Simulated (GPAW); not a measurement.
Write an ASE script for GPAW 26.7.0 that does the following.

```
Task                : single point
Functional          : PBEsol
Potentials or basis : PAW data sets generated in the run's folder for this functional
Cutoff              : 600 eV
Basis               : pw
k mesh              : 7 × 7 × 7
Occupations         : fermi-dirac, width 0.05 eV
Spin                : no spin polarisation
Maxiter             : 150
```

TiPt3:

```
CELL_PARAMETERS angstrom
3.89700 0.00000 0.00000
0.00000 3.89700 0.00000
0.00000 0.00000 3.89700
ATOMIC_POSITIONS crystal
Pt 0.49329 0.49556 0.01067
Pt 0.50381 0.99229 0.48674
Pt 0.00851 0.50969 0.50900
Ti 0.98699 0.00532 0.00448
```

The cell isn't the ideal one: atoms moved at random, drawn with an rms of 0.05 Å.

One way to write it, as run:

run.py

```python
from ase import Atoms
from ase.dft.bandgap import bandgap
from ase.io import write
from ase.units import GPa
from gpaw import GPAW, PW, setup_paths

setup_paths.insert(0, '.')

atoms = Atoms(['Pt', 'Pt', 'Pt', 'Ti'],
              cell=[[3.897, 0.0, 0.0],
                    [0.0, 3.897, 0.0],
                    [0.0, 0.0, 3.897]],
              scaled_positions=[[0.493293, 0.495564, 0.010669],
                                [0.503813, -0.007705, 0.486739],
                                [0.008514, 0.50969, 0.509004],
                                [-0.01301, 0.005316, 0.00448]],
              pbc=True)

calc = GPAW(mode=PW(600),
            xc='PBEsol',
            kpts={'size': (7, 7, 7), 'gamma': True},
            occupations={'name': 'fermi-dirac', 'width': 0.05},
            nbands=52,
            convergence={'density': 1e-05, 'energy': 1e-05},
            maxiter=150,
            txt='gpaw.txt')
atoms.calc = calc
energy = atoms.get_potential_energy()
forces = atoms.get_forces()
stress = atoms.get_stress()
calc.write('gs.gpw')
write('result.traj', atoms)
print(f'Energy: {energy:.6f} eV')
print('Forces (eV/A):')
print(forces.round(4))
print('Stress (GPa):', (stress / GPa).round(3))
print('Fermi level:', round(calc.get_fermi_level(), 4), 'eV')
print(f'Gap: {bandgap(calc)[0]:.4f} eV, direct: {bandgap(calc, direct=True)[0]:.4f} eV')
```

Potentials or basis: PAW data sets generated in the run's folder for this functional, pw.

Launch:

```console
$ gpaw-setup -f PBEsol Pt Ti
$ OMP_NUM_THREADS=1 python run.py
```

Results of the run:

```json
{"Pressure": "1.3 GPa", "Largest force": "0.988 eV/Å", "Band gap on the k mesh": "none (metal or under the smearing width)"}
```

Wall time 8.3 min on 1 thread of Intel(R) Xeon(R) Platinum 8259CL CPU @ 2.50GHz (Skylake/Cascade Lake), on a shared host, peak memory 0.51 GiB.
